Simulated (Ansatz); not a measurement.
System: Sb (fcc type), 1 atom in the cell.

Computed with PBE, plane waves, PAW datasets (generated soft set 1) (Ansatz 0.2.0 development build).

Cutoff 420 eV; k-mesh 4×4×4 Γ-centred; Fermi–Dirac smearing of 0.15 eV; no spin polarisation; no spin–orbit coupling.

```
Sb
1.0
     0.00000    2.39570    2.39570
     2.39570    0.00000    2.39570
     2.39570    2.39570    0.00000
Sb
1
Direct
  0.00000 0.00000 0.00000
```

Would the cell expand or shrink if it were free to relax?

The pressure is -1.63 GPa, so at these settings the cell is stretched and would shrink.

Metal or insulator on this mesh?

No gap opens on the mesh: metallic.

The stress includes the program's correction for the finite plane-wave basis.

The k-mesh is coarse, so these values belong to this mesh and can lie far from the converged ones. This cubic structure is a model: it isn't the usual form of the substance at ambient conditions, and such phases are metastable or hypothetical.
